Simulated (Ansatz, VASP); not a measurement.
# GaP in VASP and in Ansatz

Contents of INCAR:

```
SYSTEM = GaP
  PREC = Accurate
  ENCUT = 520
  EDIFF = 1E-7
  ISMEAR = 0
  SIGMA = 0.05
  LREAL = .False.
  LASPH = .True.
  NELM = 100
  ALGO = Normal
  ISIF = 2
  LWAVE = .False.
  LCHARG = .True.
  LELF = .True.
  LVHAR = .True.
  NBANDS = 16
```

KPOINTS

```
regular mesh
0
Gamma
  10 10 10
  0 0 0
```

The input POSCAR:

```
GaP
1.0
    0.0000000000      2.7252500000      2.7252500000
    2.7252500000      0.0000000000      2.7252500000
    2.7252500000      2.7252500000      0.0000000000
Ga P
1 1
Direct
    0.0000000000      0.0000000000      0.0000000000
    0.7500000000      0.7500000000      0.7500000000
```

Input for Ansatz:

```yaml
crystal:
  lattice:
    - [0.0, 2.72525, 2.72525]
    - [2.72525, 0.0, 2.72525]
    - [2.72525, 2.72525, 0.0]
  atoms:
    - { symbol: Ga, position: [0.0, 0.0, 0.0] }
    - { symbol: P, position: [0.75, 0.75, 0.75] }
basis:
  ecutwfc: 420
kpoints:
  mp_grid: { grid: [10, 10, 10] }
hamiltonian:
  xc: lda
scf:
  occupations: { method: gaussian, width: 0.05 }
output:
  forces: true
  stress: true
  eigenvalues: true
  write_density: true
  write_potential: true
  elf: true
  volumetric_format: npy
```

Alike in both runs: task single point; functional LDA; k mesh 10 × 10 × 10; occupations gaussian, width 0.05 eV; no spin polarisation.

|  | VASP | Ansatz |
| --- | --- | --- |
| version | VASP 6.6.1 | Ansatz 0.2.0 |
| potentials or method | VASP PAW LDA potentials, release 64 (Ga_d, P) | scalar-relativistic, plane waves, PAW |
| plane-wave cutoff (eV) | 520 | 420 |
| valence electrons in the cell | 18 | 18 |

Ansatz gave:

| Quantity | Value |
| --- | --- |
| gap on the k mesh at the Fermi level (eV) | 1.45 |
| least direct gap on the mesh (eV) | 1.61 |
| pressure (GPa) | -2.7 |

**Question.** What did VASP give for the same quantities?

**Answer.** gap on the k mesh at the Fermi level (eV): 1.45; least direct gap on the mesh (eV): 1.64; pressure (GPa): -2.6.

A k mesh can miss the band edges. LDA gaps usually lie below the measured ones, often by a third to a half.
